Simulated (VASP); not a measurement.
## A VASP 6.6.1 relaxation on BeTe

INCAR

```
ISIF = 3
EDIFF = 1E-7
NBANDS = 11
NSW = 40
GGA = CA
LCHARG = .FALSE.
ISMEAR = -5
PREC = Accurate
IBRION = 2
EDIFFG = -5E-3
LWAVE = .FALSE.
NELM = 83
LASPH = .TRUE.
ENCUT = 600
SIGMA = 0.005
LREAL = .FALSE.
ALGO = VeryFast
```

KPOINTS

```
KPOINTS created by Atomic Simulation Environment
0
Gamma
8 8 8
0 0 0
```

POSCAR

```
Be Te
 1.0000000000000000
     3.3564374215858606    0.0000000000000000    0.0000000000000000
     0.0000000000000000    3.3564374215858606    0.0000000000000000
     0.0000000000000000    0.0000000000000000    3.3564374215858606
 Be  Te
   1   1
Cartesian
 -0.0000000000000000  0.0000000000000000  0.0000000000000000
  1.6782187107929301  1.6782187107929301  1.6782187107929301
```

The recommended LDA PAW datasets give the neutral cell 8 valence electrons.

Command

```
mpirun -np 1 vasp_std
```

OSZICAR

```
N       E                     dE             d eps       ncg     rms          rms(c)
RMM:   1     0.256395692870E+02    0.25640E+02   -0.16605E+03   385   0.472E+02
RMM:   2    -0.113283536595E+01   -0.26772E+02   -0.23793E+02   385   0.927E+01
RMM:   3    -0.525764163192E+01   -0.41248E+01   -0.36197E+01   385   0.256E+01
RMM:   4    -0.637590865587E+01   -0.11183E+01   -0.61190E+00   385   0.127E+01
RMM:   5    -0.652658796705E+01   -0.15068E+00   -0.10375E+00   385   0.546E+00
RMM:   6    -0.655103615764E+01   -0.24448E-01   -0.18819E-01   385   0.261E+00
RMM:   7    -0.655538899475E+01   -0.43528E-02   -0.38628E-02   385   0.125E+00
RMM:   8    -0.655634392481E+01   -0.95493E-03   -0.89334E-03   385   0.632E-01
RMM:   9    -0.655656849544E+01   -0.22457E-03   -0.21819E-03   770   0.318E-01
RMM:  10    -0.655665739126E+01   -0.88896E-04   -0.88120E-04   772   0.177E-01
...
       N       E                     dE             d eps       ncg     rms          rms(c)
RMM:   1    -0.656403314933E+01    0.12395E-03   -0.13531E-04   770   0.557E-02    0.154E-02
RMM:   2    -0.656409038012E+01   -0.57231E-04   -0.90685E-06   770   0.191E-02    0.778E-03
RMM:   3    -0.656412105543E+01   -0.30675E-04   -0.19678E-06   770   0.798E-03    0.475E-03
RMM:   4    -0.656411728473E+01    0.37707E-05   -0.11382E-07   619   0.271E-03    0.333E-03
RMM:   5    -0.656411789248E+01   -0.60775E-06   -0.60056E-08   508   0.131E-03    0.157E-03
RMM:   6    -0.656411801824E+01   -0.12576E-06   -0.43400E-09   456   0.488E-04    0.442E-04
RMM:   7    -0.656411718792E+01    0.83032E-06   -0.14253E-10   286   0.231E-04    0.330E-05
RMM:   8    -0.656411709254E+01    0.95381E-07   -0.15419E-11   200   0.223E-04
   3 F= -.65641171E+01 E0= -.65641171E+01  d E =-.182143E-01
```

From OUTCAR

```
k-points           NKPTS =     35   k-points in BZ     NKDIM =     35   number of bands    NBANDS=     11

   NELECT =       8.0000    total number of electrons

   dimension x,y,z NGX =    28 NGY =   28 NGZ =   28
   dimension x,y,z NGXF=    56 NGYF=   56 NGZF=   56

  energy-cutoff  :      600.00
  volume of cell :       36.15
      direct lattice vectors                 reciprocal lattice vectors
     3.306588749  0.000000000 -0.000000000     0.302426481 -0.000000000  0.000000000
     0.000000000  3.306588749  0.000000000    -0.000000000  0.302426481 -0.000000000
    -0.000000000  0.000000000  3.306588749     0.000000000 -0.000000000  0.302426481

 k-points in reciprocal lattice and weights: KPOINTS created by Atomic Simulation Env
   0.00000000  0.00000000  0.00000000       0.002
   0.12500000  0.00000000  0.00000000       0.012
   0.25000000  0.00000000  0.00000000       0.012
   0.37500000  0.00000000  0.00000000       0.012
   0.50000000  0.00000000  0.00000000       0.006
   0.12500000  0.12500000  0.00000000       0.023
   0.25000000  0.12500000  0.00000000       0.047
   0.37500000  0.12500000  0.00000000       0.047
   ...

 E-fermi :   8.3458

 k-point     1 :       0.0000    0.0000    0.0000
  band No.  band energies     occupation
      1      -6.0202      2.00000
      2       7.0961      2.00000
      3       7.0961      2.00000
      4       7.0961      2.00000
      5       9.3182      0.00000
      6      12.4316      0.00000
      7      12.4316      0.00000
      8      16.8006      0.00000
      9      16.8006      0.00000
     10      16.8006      0.00000
     11      22.7060      0.00000

 k-point     2 :       0.1250    0.0000    0.0000
  band No.  band energies     occupation
      1      -5.8463      2.00000
      2       5.4377      2.00000
      3       7.2987      2.00000
      4       7.2987      2.00000
      5       9.9391      0.00000
      6      12.6165      0.00000
      7      13.9460      0.00000
      8      16.1374      0.00000
      9      16.1374      0.00000
     10      16.2834      0.00000
     11      22.0968      0.00000

 k-point     3 :       0.2500    0.0000    0.0000
  band No.  band energies     occupation
      1      -5.3556      2.00000
      2       3.0973      2.00000
      3       7.8837      1.98634
      4       7.8837      1.98467
      5      10.4872      0.00000
      6      13.1669      0.00000
      7      14.5816      0.00000
      8      14.5816      0.00000
      9      15.1195      0.00000
     10      17.1778      0.00000
     11      19.4463      0.00000

 k-point     4 :       0.3750    0.0000    0.0000
  band No.  band energies     occupation
      1      -4.6949      2.00000
      2       1.2296      2.00000
      3       8.7393      1.56425
      4       8.7393      0.35791
      5      11.0538      0.00000
      6      12.9264      0.00000
      7      12.9264      0.00000
      8      13.9471      0.00000
      9      14.0523      0.00000
     10      17.4080      0.00000
     11      20.7626      0.00000

 k-point     5 :       0.5000    0.0000    0.0000
  band No.  band energies     occupation
      1      -4.3217      2.00000
      2       0.4438      2.00000
      3       9.3201      0.65811
      4       9.3201     -0.08234
      5      11.4183      0.00000
      6      12.0521      0.00000
      7      12.0521      0.00000
      8      13.3497      0.00000
      9      14.8526      0.00000
     10      16.2224      0.00000
     11      23.5555      0.00000

 ...

  Total        0.0077933      0.0077933      0.0077933      0.0000000      0.0000000      0.0000000
  in kB        0.3453735      0.3453735      0.3453735      0.0000000      0.0000000      0.0000000
  external PRESSURE =       0.3453735 kB  Pullay stress =       0.0000000 kB

 POSITION                                       TOTAL-FORCE (eV/Angst)
 -----------------------------------------------------------------------------------
      0.00000      0.00000      0.00000        -0.000000      0.000000     -0.000000
      1.65329      1.65329      1.65329         0.000000     -0.000000      0.000000
 -----------------------------------------------------------------------------------
    total drift:                               -0.000000      0.000000      0.000000

  FREE ENERGIE OF THE ION-ELECTRON SYSTEM (eV)
  ---------------------------------------------------
  free  energy   TOTEN  =        -6.5641170925 eV

  energy  without entropy=       -6.5641170925  energy(sigma->0) =       -6.56411709
```

| ionic step | ΔE (meV/atom) | volume (Å³) | largest force (eV/Å) | pressure (GPa) | electronic steps |
| --- | --- | --- | --- | --- | --- |
| 1 | 0.0 | 37.81 | 0.000 | -2.65 | 20 |
| 2 | -9.1 | 36.12 | 0.000 | 0.09 | 12 |
| 3 | -9.1 | 36.15 | 0.000 | 0.03 | 8 |

It converged. Results: relaxed cell vector lengths 3.307, 3.307, 3.307 Å; relaxed cell volume 36.15 Å³.

For comparison, a separate LDA relaxation on usual settings, not on those above, ends at 36.00 Å³.

The run above took about 26 s on one core of a shared host (Intel Xeon Platinum 8488C) and held 0.15 GiB at most.
